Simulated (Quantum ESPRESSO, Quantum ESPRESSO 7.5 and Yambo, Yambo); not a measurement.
## AlAs (F-43m): a self-consistent loop beyond G0W0, cycle by cycle

Aim: iterate the self-energy on AlAs (F-43m) and follow the gap from cycle to cycle.

Program: Quantum ESPRESSO 7.5 and Yambo 5.3.0. Level of theory: PBE and many-body steps on it, plane waves. Results are calculated unless marked as measured.

**Experimental background.**

- Gap 3.018 eV: lowest direct gap at Gamma; earlier measurement quoted from literature, technique not stated; 300 K; bulk crystal (pure AlAs, literature value used as model input) (quoted in “Simultaneous Measurement of Mid-Infrared Refractive Indices in Thin-Film Heterostructures: Methodology and Results for GaAs/AlGaAs”, 2023, arxiv:2301.08293).

This is a report of a sequence of runs, with most program output left out.

### 1. The structure

The structure is cubic, space group F-43m (No. 216). Conventional cell: a = 5.661 Å, b = 5.661 Å, c = 5.661 Å, α = 90.00°, β = 90.00°, γ = 90.00°. Nearest to Al lie 4 As at 2.45 Å. Nearest to As lie 4 Al at 2.45 Å. Farther neighbours are not listed.

The cell and positions come from the Crystallography Open Database and are kept as given unless a step says otherwise.

### 2. Empty states on the mesh, 4×4×4 mesh, 115 bands

This step: Quantum ESPRESSO 7.5; DFT, PBE, plane waves, norm-conserving pseudopotentials.

The sums over transitions need many empty states on a uniform mesh; this step solves for them.

Input file pw.in:

```
&control
  calculation = 'nscf'
  prefix = 'x'
  outdir = 'o'
  pseudo_dir = 'pseudo'
/
&system
  ibrav = 0
  nat = 2
  ntyp = 2
  ecutwfc = 100.0
  nbnd = 115
  force_symmorphic = .true.
/
&electrons
  conv_thr = 1e-9
  electron_maxstep = 80
  diago_full_acc = .true.
  diago_thr_init = 5e-6
/
ATOMIC_SPECIES
  Al 26.982 Al.upf
  As 74.922 As.upf
CELL_PARAMETERS angstrom
  0.0000000000 2.8304000000 2.8304000000
  2.8304000000 0.0000000000 2.8304000000
  2.8304000000 2.8304000000 -0.0000000000
ATOMIC_POSITIONS crystal
  Al 0.0000000000 0.0000000000 0.0000000000
  As 0.2500000000 0.2500000000 0.2500000000
K_POINTS automatic
  4 4 4 0 0 0
```

Started as:

```
> OMP_NUM_THREADS=1 mpirun -n 4 pw.x -nk 4 -in pw.in > pw.out
```

It took 11 s on 4 MPI ranks of Arm Neoverse V1, shared host; peak memory 0.41 GiB.

This step gave:

| Item | Value |
| --- | --- |
| gap | 1.438 eV |
| k of the valence top | 0, 0, 0 |
| k of the conduction bottom | 0, -0.5, -0.5 |
| least direct gap | 2.050 eV |
| k points computed | 8 |
| lowest point of the top converged band, above the valence top | 87.2396 eV |

On this mesh the gap is 1.438 eV.

The density comes from a self-consistent run that is not shown.

### 3. Conversion and set-up

This step: Yambo 5.3.0; conversion and set-up on PBE, plane waves, norm-conserving pseudopotentials.

The states are converted to the many-body program's format and the q mesh is built.

Started as:

```
> (cd o/x.save; p2y > p2y.log; mv SAVE ../..); yambo > setup.log
```

Elapsed: 3.1 s, on 1 MPI rank; peak memory 0.25 GiB.

### 4. G0W0

G0W0 replaces the xc potential by the self-energy, built once from these orbitals. Only a window of levels is corrected, while the sums run over the empty bands that the input names.

This step: G0W0 on PBE, plane waves, norm-conserving pseudopotentials.

Input file gw1.in:

```
HF_and_locXC
gw0
dyson
ppa
em1d
rim_cut
RandQpts= 1000000
RandGvec= 1 RL
EXXRLvcs= 100 Ry
VXCRLvcs= 400 Ry
Chimod= "HARTREE"
% BndsRnXp
 1 | 115 |
%
NGsBlkXp= 14.5 Ry
% LongDrXp
 1 | 1 | 1 |
%
% GbndRnge
 1 | 115 |
%
DysSolver= "n"
ExtendOut
PPAPntXp= 27.21138 eV
% QPkrange
 1 | 8 | 10 | 17 |
%
```

Started as:

```
> OMP_NUM_THREADS=1 mpirun -n 4 yambo -F gw1.in -J gw1 -C gw1 > gw1.log
```

Elapsed: 8.4 min, on 4 MPI ranks; peak memory 2 GiB.

Numbers from this step:

- G0W0 gap on the mesh: 1.957 eV
- starting gap on the mesh: 1.438 eV
- k of the valence top: 0, 0, 0
- k of the conduction bottom: 0, -0.5, -0.5
- least direct G0W0 gap on the computed points: 2.821 eV
- Z at the valence top: 0.7874
- Z at the conduction bottom: 0.8042

The gap on the mesh goes from 1.44 eV to 1.96 eV, a correction of +0.52 eV.

### 5. evGW0, cycle 1

This step: evGW0 on PBE, plane waves, norm-conserving pseudopotentials.

gw2.in, as its differences from gw1.in of step 4:

```diff
@@ -27 +27,2 @@
 %
+GfnQPdb= "E < ./gw1/ndb.QP"
```

Started as:

```
> OMP_NUM_THREADS=1 mpirun -n 4 yambo -F gw2.in -J gw2,gw1_W -C gw2 > gw2.log
```

Elapsed: 7.5 min, on 4 MPI ranks; peak memory 1.9 GiB; 30 min of CPU time.

This step gave:

```yaml
quasiparticle_gap_on_the_mesh: 2.021 eV
gap_of_the_density_functional_on_the_mesh: 1.438 eV
k_of_the_valence_top: 0, 0, 0
k_of_the_conduction_bottom: 0, -0.5, -0.5
least_direct_quasiparticle_gap_on_the_computed_points: 2.910 eV
z_at_the_valence_top: 0.7904
z_at_the_conduction_bottom: 0.8123
```

Against G0W0 in Yambo (4×4×4 mesh, 115 bands, screening to 197.3 eV, Godby-Needs plasmon pole), the gap moves by +0.064 eV.

The program's own table gives 2.118 eV, which is too large where the input levels are shifted: this version takes Σc at the unshifted level E₀, yet steps from the shifted one. The value above is the Newton step from E₀, E₀ + Z(Σc + Σx − Vxc), rebuilt from the printed columns.

### 6. evGW0, cycle 2

The corrected levels of the last cycle go back in.

gw3.in, as its differences from gw2.in of step 5:

```diff
@@ -27,2 +27,2 @@
 %
-GfnQPdb= "E < ./gw1/ndb.QP"
+GfnQPdb= "E < ./gw2_fix/ndb.QP"
```

Started as:

```
> OMP_NUM_THREADS=1 mpirun -n 4 yambo -F gw3.in -J gw3,gw1_W -C gw3 > gw3.log
```

Elapsed: 7.5 min, on 4 MPI ranks; peak memory 1.9 GiB.

This step gave:

```yaml
quasiparticle_gap_on_the_mesh: 2.028 eV
gap_of_the_density_functional_on_the_mesh: 1.438 eV
k_of_the_valence_top: 0, 0, 0
k_of_the_conduction_bottom: 0, -0.5, -0.5
least_direct_quasiparticle_gap_on_the_computed_points: 2.921 eV
```

Against the cycle before, the gap moves by +0.007 eV.

The program's own table gives 2.136 eV, which is too large where the input levels are shifted: this version takes Σc at the unshifted level E₀, yet steps from the shifted one. The value above is the Newton step from E₀, E₀ + Z(Σc + Σx − Vxc), rebuilt from the printed columns.

### 7. evGW, cycle 1

This step: evGW on PBE, plane waves, norm-conserving pseudopotentials.

gw4.in, as its differences from gw3.in of step 6:

```diff
@@ -27,2 +27,3 @@
 %
-GfnQPdb= "E < ./gw2_fix/ndb.QP"
+GfnQPdb= "E < ./gw1/ndb.QP"
+XfnQPdb= "E < ./gw1/ndb.QP"
```

Started as:

```
> OMP_NUM_THREADS=1 mpirun -n 4 yambo -F gw4.in -J gw4 -C gw4 > gw4.log
```

It took 8.5 min on 4 MPI ranks; peak memory 2 GiB; 34 min of CPU time.

Numbers from this step:

- quasiparticle gap on the mesh: 2.116 eV
- gap of the density functional on the mesh: 1.438 eV
- k of the valence top: 0, 0, 0
- k of the conduction bottom: 0, -0.5, -0.5
- least direct quasiparticle gap on the computed points: 3.006 eV

Against G0W0 in Yambo (4×4×4 mesh, 115 bands, screening to 197.3 eV, Godby-Needs plasmon pole), the gap moves by +0.159 eV.

The program's own table gives 2.208 eV, which is too large where the input levels are shifted: this version takes Σc at the unshifted level E₀, yet steps from the shifted one. The value above is the Newton step from E₀, E₀ + Z(Σc + Σx − Vxc), rebuilt from the printed columns.

### 8. evGW, cycle 2

gw5.in, as its differences from gw4.in of step 7:

```diff
@@ -27,3 +27,3 @@
 %
-GfnQPdb= "E < ./gw1/ndb.QP"
-XfnQPdb= "E < ./gw1/ndb.QP"
+GfnQPdb= "E < ./gw4_fix/ndb.QP"
+XfnQPdb= "E < ./gw4_fix/ndb.QP"
```

Started as:

```
> OMP_NUM_THREADS=1 mpirun -n 4 yambo -F gw5.in -J gw5 -C gw5 > gw5.log
```

Wall time 8.6 min (4 MPI ranks); peak memory 2 GiB.

Numbers from this step:

```
quasiparticle gap on the mesh                         : 2.160 eV
gap of the density functional on the mesh             : 1.438 eV
k of the valence top                                  : 0, 0, 0
k of the conduction bottom                            : 0, -0.5, -0.5
least direct quasiparticle gap on the computed points : 3.056 eV
```

Against the cycle before, the gap moves by +0.044 eV.

The program's own table gives 2.276 eV, which is too large where the input levels are shifted: this version takes Σc at the unshifted level E₀, yet steps from the shifted one. The value above is the Newton step from E₀, E₀ + Z(Σc + Σx − Vxc), rebuilt from the printed columns.

### 9. evGW, cycle 3

gw6.in, as its differences from gw5.in of step 8:

```diff
@@ -27,3 +27,3 @@
 %
-GfnQPdb= "E < ./gw4_fix/ndb.QP"
-XfnQPdb= "E < ./gw4_fix/ndb.QP"
+GfnQPdb= "E < ./gw5_fix/ndb.QP"
+XfnQPdb= "E < ./gw5_fix/ndb.QP"
```

Started as:

```
> OMP_NUM_THREADS=1 mpirun -n 4 yambo -F gw6.in -J gw6 -C gw6 > gw6.log
```

It took 8.4 min on 4 MPI ranks; peak memory 2 GiB.

Numbers from this step:

| Item | Value |
| --- | --- |
| quasiparticle gap on the mesh | 2.173 eV |
| gap of the density functional on the mesh | 1.438 eV |
| k of the valence top | 0, 0, 0 |
| k of the conduction bottom | 0, -0.5, -0.5 |
| least direct quasiparticle gap on the computed points | 3.070 eV |

Against the cycle before, the gap moves by +0.013 eV.

The program's own table gives 2.295 eV, which is too large where the input levels are shifted: this version takes Σc at the unshifted level E₀, yet steps from the shifted one. The value above is the Newton step from E₀, E₀ + Z(Σc + Σx − Vxc), rebuilt from the printed columns.

### 10. evGW, cycle 4

gw7.in, as its differences from gw6.in of step 9:

```diff
@@ -27,3 +27,3 @@
 %
-GfnQPdb= "E < ./gw5_fix/ndb.QP"
-XfnQPdb= "E < ./gw5_fix/ndb.QP"
+GfnQPdb= "E < ./gw6_fix/ndb.QP"
+XfnQPdb= "E < ./gw6_fix/ndb.QP"
```

Started as:

```
> OMP_NUM_THREADS=1 mpirun -n 4 yambo -F gw7.in -J gw7 -C gw7 > gw7.log
```

Wall time 8.4 min (4 MPI ranks); peak memory 2 GiB; 34 min of CPU time.

Numbers from this step:

```
quasiparticle gap on the mesh                         : 2.177 eV
gap of the density functional on the mesh             : 1.438 eV
k of the valence top                                  : 0, 0, 0
k of the conduction bottom                            : 0, -0.5, -0.5
least direct quasiparticle gap on the computed points : 3.075 eV
```

Against the cycle before, the gap moves by +0.004 eV.

The program's own table gives 2.301 eV, which is too large where the input levels are shifted: this version takes Σc at the unshifted level E₀, yet steps from the shifted one. The value above is the Newton step from E₀, E₀ + Z(Σc + Σx − Vxc), rebuilt from the printed columns.

### 11. Side by side

Times are wall times on 4 MPI ranks of Arm Neoverse V1, shared host, good to a factor of about two.

| run | mesh | bands | screening cutoff (eV) | DFT gap (eV) | gap on the mesh (eV) | direct (eV) | time |
| --- | --- | --- | --- | --- | --- | --- | --- |
| G0W0 | 4×4×4 | 115 | 197.3 | 1.438 | 1.957 | 2.821 | 8.4 min |
| evGW0, cycle 1 | 4×4×4 | 115 | 197.3 | 1.438 | 2.021 | 2.910 | 7.5 min |
| evGW0, cycle 2 | 4×4×4 | 115 | 197.3 | 1.438 | 2.028 | 2.921 | 7.5 min |
| evGW, cycle 1 | 4×4×4 | 115 | 197.3 | 1.438 | 2.116 | 3.006 | 8.5 min |
| evGW, cycle 2 | 4×4×4 | 115 | 197.3 | 1.438 | 2.160 | 3.056 | 8.6 min |
| evGW, cycle 3 | 4×4×4 | 115 | 197.3 | 1.438 | 2.173 | 3.070 | 8.4 min |
| evGW, cycle 4 | 4×4×4 | 115 | 197.3 | 1.438 | 2.177 | 3.075 | 8.4 min |

### 12. Summary of results

- G0W0: 1.957 eV
- evGW0, cycle 1: 2.021 eV
- evGW0, cycle 2: 2.028 eV
- evGW, cycle 1: 2.116 eV
- evGW, cycle 2: 2.160 eV
- evGW, cycle 3: 2.173 eV
- evGW, cycle 4: 2.177 eV
- known limits: not at the basis limit; no spin-orbit coupling; coarse k mesh

**Reading.** evGW0 ends at 2.03 eV, +0.07 eV from G0W0, after 2 cycles that took 15 min beside the first screening; the last moved the gap by 0.007 eV. evGW ends at 2.18 eV, +0.22 eV from G0W0, after 4 cycles that took 34 min beside the first screening; the last moved the gap by 0.004 eV. Against experiment, by evGW, cycle 4: the direct gap of 3.07 eV lies +0.06 eV from the measured 3.018 eV (direct, 300 K, quoted 2023). An exciton line or allowed optical edge lies below the quasiparticle gap by the binding energy; a forbidden edge can push the onset above it. These are gaps on the mesh, at modest bands and cutoff. The calculation has static nuclei and no excitons; a measured gap holds zero-point and thermal motion, which mostly lowers it. Bands and cutoff are finite, so the gap is not at the basis limit. The miss can reach some tenths of an eV and take either sign; the mesh is an error of its own. The 4×4×4 mesh is coarse for this cell, which bears on the long-range parts of exchange and screening. The many-body steps are scalar-relativistic: spin-orbit coupling is not in them.

[Paths, hosts, dates, memory and timing lines, banners, echoed tables and standing remarks are left out of the program output.]

[Logs are printed without paths, hosts, clocks, repeated set-up lines and the standing remarks that a program may print on its own settings, such as how far it seeks lower states.]

[Runs of the session that timed out or met a known fault of the program may be left out.]

[Hosts, paths, dates, database ids (printed as entryN), source tags and the programs' standing remarks are cut or masked in the printed files.]
